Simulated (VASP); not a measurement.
# Ti2Si (P4/mmm) in VASP: relaxation of cell and atoms with PBE

Aim: the relaxation of cell and atoms of Ti2Si with PBE.

All numbers are computed with VASP 6.6.1; they aren't measurements. Logs are shortened: lines on timing, memory, paths and dates and some standing lists are left out, and cuts for length are marked.

### 1 Starting point

Symmetry: P4/mmm, No. 123, tetragonal system. The conventional cell has a = 3.454 Å, b = 3.454 Å, c = 4.373 Å, α = 90.00°, β = 90.00°, γ = 90.00°. Ti (site symmetry 4/mmm) has 2 Ti at 2.19 Å and 4 Si at 2.44 Å as nearest neighbours. Ti (site symmetry 4/mmm) has 2 Ti at 2.19 Å as nearest neighbours. Si (site symmetry 4/mmm) is surrounded by 4 Ti at 2.44 Å.

The cell was built by a generator and needn't be a form met in nature.

### 2 Relaxation of cell and atoms, PBE

File INCAR:

```
PREC = Normal
ENCUT = 520
EDIFF = 1E-4
ISMEAR = 0
SIGMA = 0.15
LREAL = F
LASPH = T
NELM = 60
ALGO = Fast
ISIF = 3
LWAVE = F
LCHARG = F
GGA = PE
IBRION = 2
NSW = 24
EDIFFG = -0.08
```

File KPOINTS:

```
Automatic mesh
0
Gamma
  6 6 5
```

File POSCAR:

```
Ti2Si
1.0
    3.4538432500      0.0000000000      0.0000000000
    0.0000000000      3.4538432500      0.0000000000
    0.0000000000      0.0000000000      4.3728667400
Ti Si
2 1
Direct
    0.0000000000      0.0000000000      0.5000000000
    0.0000000000      0.0000000000      0.0000000000
    0.5000000000      0.5000000000      0.5000000000
```

Potentials or basis: VASP PAW PBE potentials, release 64 (Ti_sv, Si).

Command:

```sh
$ cat potpaw_PBE.64/Ti_sv/POTCAR potpaw_PBE.64/Si/POTCAR > POTCAR
$ mpirun -np 1 vasp_std > vasp.out
```

OUTCAR:

```text
PREC = Normal
   ENCUT = 520
   EDIFF = 1E-4
   ISMEAR = 0
   LREAL = F
   LASPH = T
   NELM = 60
   ISIF = 3
   GGA = PE
   IBRION = 2
   NSW = 24
   EDIFFG = -0.08

 ion  position               nearest neighbor table
   1  0.000  0.000  0.500-   2 2.19   2 2.19   3 2.44   3 2.44   3 2.44   3 2.44
   2  0.000  0.000  0.000-   1 2.19   1 2.19
   3  0.500  0.500  0.500-   1 2.44   1 2.44   1 2.44   1 2.44

  LATTYP: Found a simple tetragonal cell.
 ALAT       =     3.4538432500
 C/A-ratio  =     1.2660872030

  Lattice vectors:

 A1 = (   3.4538432500,   0.0000000000,   0.0000000000)
 A2 = (   0.0000000000,   3.4538432500,   0.0000000000)
 A3 = (   0.0000000000,   0.0000000000,   4.3728667400)

Analysis of symmetry for initial positions (statically):
=====================================================================
 Subroutine PRICEL returns:
 Original cell was already a primitive cell.

 Routine SETGRP: Setting up the symmetry group for a
 simple tetragonal supercell.

 Subroutine GETGRP returns: Found 16 space group operations
 (whereof 16 operations were pure point group operations)
 out of a pool of 16 trial point group operations.

The static configuration has the point symmetry D_4h.

Analysis of symmetry for dynamics (positions and initial velocities):
=====================================================================
 Subroutine PRICEL returns:
 Original cell was already a primitive cell.

 Routine SETGRP: Setting up the symmetry group for a
 simple tetragonal supercell.

 Subroutine GETGRP returns: Found 16 space group operations
 (whereof 16 operations were pure point group operations)
 out of a pool of 16 trial point group operations.

The dynamic configuration has the point symmetry D_4h.

 Subroutine INISYM returns: Found 16 space group operations
 (whereof 16 operations are pure point group operations),
 and found     1 'primitive' translations

----------------------------------------------------------------------------------------

                                     Primitive cell

  volume of cell :      52.1641

  direct lattice vectors                    reciprocal lattice vectors
     3.453843250  0.000000000  0.000000000     0.289532537  0.000000000  0.000000000
     0.000000000  3.453843250  0.000000000     0.000000000  0.289532537  0.000000000
     0.000000000  0.000000000  4.372866740     0.000000000  0.000000000  0.228682935

  length of vectors
[... 91 lines left out ...]
   ISYM   =      2    0-nonsym 1-usesym 2-fastsym
   POTIM  = 0.5000    time-step for ionic-motion
   TEBEG  =    0.0;   TEEND  =   0.0 temperature during run
   PSTRESS=    0.0 pullay stress
   NELECT =      28.0000    total number of electrons
   NUPDOWN=      -1.0000    fix difference up-down
   EMIN   =  10.00;   EMAX   =-10.00  energy-range for DOS
   EFERMI =   0.00;   METHOD = LEGACY
   ISMEAR =     0;   SIGMA  =   0.15  broadening in eV -4-tet -1-fermi 0-gaus
   EFERMI_NEDOS =   21; number of points for ismear=-14 and -15
   IALGO  =     68    algorithm
   IMIX   =      4    mixing-type and parameters
     AMIX     =   0.40;   BMIX     =  1.00
     AMIX_MAG =   1.60;   BMIX_MAG =  1.00
  volume/ion in A,a.u.               =      17.39       117.34
  Fermi-wavevector in a.u.,A,eV,Ry     =   1.330466  2.514216 24.084202  1.770139
  Thomas-Fermi vector in A             =   2.459550
   LORBIT       =      0    0 simple, 1 ext, 2 COOP (PROOUT), +10 PAW based schemes
   GGA     = PE    functional components
   LHFCALC =     F    Hartree Fock is set to
   AEXX    =    0.0000 exact exchange contribution
   IVDW    =     0    specifies the selected vdW correction
   LEPSILON=     F    determine dielectric tensor
   LRPA    =     F    only Hartree local field effects (RPA)
 conjugate gradient relaxation of ions
 non-spin polarized calculation
 RMM-DIIS sequential band-by-band and
 Gauss-broadening in eV      SIGMA  =   0.15
  energy-cutoff  :      520.00
  volume of cell :       52.16
 maximum number of plane-waves:      1432
   NGX = 13   NGY = 13   NGZ = 17

--------------------------------------- Ionic step        1  -------------------------------------------

 number of electron      28.0000021 magnetization

 Free energy of the ion-electron system (eV)
  ---------------------------------------------------
  ext. energy  EPLUGINS =         0.00000000
  ---------------------------------------------------
  free energy    TOTEN  =       -19.65009918 eV

  energy without entropy =      -19.63601537  energy(sigma->0) =      -19.64305727

------------------------ aborting loop because EDIFF is reached ----------------------------------------

  FORCE on cell =-STRESS in cart. coord.  units (eV):
  Direction    XX          YY          ZZ          XY          YZ          ZX
  --------------------------------------------------------------------------------------
  -------------------------------------------------------------------------------------
  Total        0.9556865      0.9556865      3.2341815      0.0000000      0.0000000      0.0000000
  in kB       29.3531381     29.3531381     99.3352713      0.0000000      0.0000000      0.0000000
  external PRESSURE =      52.6805158 kB  Pullay stress =       0.0000000 kB
[... 246 lines left out ...]
--------------------------------------- Ionic step        8  -------------------------------------------

 number of electron      27.9999985 magnetization

 Free energy of the ion-electron system (eV)
  ---------------------------------------------------
  ext. energy  EPLUGINS =         0.00000000
  ---------------------------------------------------
  free energy    TOTEN  =       -19.72353465 eV

  energy without entropy =      -19.70219599  energy(sigma->0) =      -19.71286532

 E-fermi :   7.3622     XC(G=0): -10.6439

 val. band max:        7.3441451944   @ k =   0.0000   0.0000   0.4000
 cond. band min:       7.4696048979   @ k =   0.3333   0.0000   0.0000
 fundamental gap:      0.1254597035
 Fermi energy:         7.3622335034

 k-point     1 :       0.0000    0.0000    0.0000
  band No.  band energies     occupation
      1     -49.8551      2.00000
      2     -48.5958      2.00000
      3     -26.9671      2.00000
      4     -26.1089      2.00000
      5     -26.1089      2.00000
      6     -24.8956      2.00000
[... 481 lines left out ...]
      5     -26.0831      2.00000
      6     -25.0760      2.00000
[... 10 lines left out ...]
     17       8.2659      0.00000
     18       9.3404      0.00000

 [... further k-points ...]
[... 5 lines left out ...]
  --------------------------------------------------------------------------------------
  -------------------------------------------------------------------------------------
  Total       -0.1408353     -0.1408353      0.0308871      0.0000000     -0.0000000      0.0000000
  in kB       -4.0817335     -4.0817335      0.8951789      0.0000000     -0.0000000      0.0000000
  external PRESSURE =      -2.4227627 kB  Pullay stress =       0.0000000 kB
[... 18 lines left out ...]
  FREE ENERGIE OF THE ION-ELECTRON SYSTEM (eV)
  ---------------------------------------------------
  free  energy   TOTEN  =       -19.7235346459 eV

  energy  without entropy=      -19.7021959881  energy(sigma->0) =      -19.71286532

 reached required accuracy - stopping structural energy minimisation
```

OSZICAR:

```text
N       E                     dE             d eps       ncg     rms          rms(c)
DAV:   1     0.295379924908E+03    0.29538E+03   -0.14719E+04  1080   0.176E+03
DAV:   2     0.934966344556E+01   -0.28603E+03   -0.28171E+03  1104   0.492E+02
DAV:   3    -0.203891845278E+02   -0.29739E+02   -0.28757E+02  2030   0.139E+02
[... 89 lines left out ...]
DAV:   1    -0.197306464716E+02   -0.84332E-02   -0.21552E-01  1132   0.606E+00    0.520E-01
RMM:   2    -0.197255107779E+02    0.51357E-02   -0.23905E-02  1236   0.145E+00    0.334E-01
RMM:   3    -0.197241924026E+02    0.13184E-02   -0.84845E-03  1311   0.880E-01    0.181E-01
RMM:   4    -0.197235588504E+02    0.63355E-03   -0.17699E-03  1224   0.382E-01    0.611E-02
RMM:   5    -0.197235346459E+02    0.24204E-04   -0.99581E-04  1072   0.220E-01
   8 F= -.19723535E+02 E0= -.19712865E+02  d E =-.123028E-02
```

It took 39 s on 1 thread of Intel Xeon 6975P-C (Granite Rapids), shared host; peak memory 0.15 GiB.

What came out:

```yaml
Free_energy: -19.7235 eV
Relaxed_volume: 18.43 Å³/atom
Relaxed_cell: a = 3.485 Å, b = 3.485 Å, c = 4.551 Å, α = 90.00°, β = 90.00°, γ = 90.00°
Space_group_after_relaxing_to_0.05_Å: P4/mmm (No. 123)
Energy_gained_by_relaxing: 24.5 meV/atom
Ionic_steps: 8
Pressure_after_relaxing: -0.2 GPa
Band_gap_on_the_k_mesh: none (metal or under the smearing width)
```

Stress tensor (GPa, compression positive):
```
-0.41  0.00  0.00
 0.00 -0.41  0.00
 0.00  0.00  0.09
```

Step by step:
```
step  energy change (eV)  largest force (eV/Å)  pressure (GPa)  volume (Å³)
   1              0.0000                0.0000            5.27        52.16
   2             -0.0670                0.0000           -0.91        56.58
   3             -0.0722                0.0000           -0.97        55.73
   4             -0.0723                0.0000           -0.77        55.41
   5             -0.0694                0.0000            0.08        54.78
   6             -0.0716                0.0000            0.66        55.15
   7             -0.0722                0.0000            0.56        55.34
   8             -0.0734                0.0000           -0.24        55.28
```

Final structure:
```xyz
3
Lattice="3.4853 0.0000 0.0000 0.0000 3.4853 0.0000 0.0000 0.0000 4.5509" Properties=species:S:1:pos:R:3 pbc="T T T"
Ti    0.0000    0.0000    2.2755
Ti    0.0000    0.0000    0.0000
Si    1.7426    1.7426    2.2755
```

Caveat: the relaxation stopped at a loose force limit of 0.08 eV/Å, so its end isn't a converged minimum.
